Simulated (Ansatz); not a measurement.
## Zr and the effect of the dispersion correction

The cell as given:

```cif
data_structure
_symmetry_space_group_name_H-M 'P 1'
_symmetry_Int_Tables_number 1
_cell_length_a 3.2320
_cell_length_b 3.2320
_cell_length_c 5.1470
_cell_angle_alpha 90.000
_cell_angle_beta 90.000
_cell_angle_gamma 120.000
_cell_volume 46.56
loop_
_atom_site_label
_atom_site_type_symbol
_atom_site_fract_x
_atom_site_fract_y
_atom_site_fract_z
_atom_site_occupancy
Zr1 Zr 0.66667 0.33333 0.75000 1
Zr2 Zr 0.33333 0.66667 0.25000 1
```

Kept alike: task relaxation of cell and atoms; functional BLYP; k mesh 9 × 9 × 5; occupations fermi-dirac, width 0.05 eV; no spin polarisation. Program: Ansatz, all-electron LAPW, scalar-relativistic. The mesh is that of the run's cell of 2 atoms. No spin-orbit coupling.

```csv
dispersion correction,volume (Å³/atom),first edge of the run's cell (Å),third edge of the run's cell (Å)
D3(BJ),21.811,3.142,5.103
D4,23.511,3.232,5.198
none,24.171,3.264,5.241
```

The relaxations keep at least the cell's symmetry (P6_3/mmc). For a metal such a mesh leaves the last digits unconverged. Relaxations stop with a little pressure left, so the last digits of a volume or edge aren't settled.

Problem. What does the dispersion correction change here?

Solution. The volume runs from 21.811 (D3(BJ)) to 24.171 Å³/atom (none). Against no correction: D3(BJ) -9.8 %; D4 -2.7 %. Dispersion terms mostly attract and so lower the volume; the schemes' coefficients and damping set how far. The first edge of the run's cell runs from 3.142 (D3(BJ)) to 3.264 Å (none). The third edge of the run's cell runs from 5.103 (D3(BJ)) to 5.241 Å (none).

Without a correction, BLYP gives too large a cell for hcp Zr. D4 brings it close to the starting cell, which matches the known metal, while D3(BJ) overshoots to 21.811 Å³/atom. Cohesion here comes mainly from partly filled, hybridised 4d and 5s bands, not from dispersion between closed shells. The uncorrected expansion probably reflects the LYP correlation, which doesn't recover the uniform electron gas and tends to underbind metals. An added attraction can offset that error, so the good D4 volume doesn't show that dispersion of this size acts in Zr. The strong D3(BJ) contraction suggests that its pairwise coefficients are too large for a dense metal, where itinerant electrons screen the fluctuating dipoles.

D3(BJ) also shortens the first edge proportionally more than the third, so the axial ratio rises, away from that of the starting cell. This is unlike a van der Waals layered crystal, where the spacing between layers would respond most. Better volumes alone don't establish better elastic constants or cohesive energies.
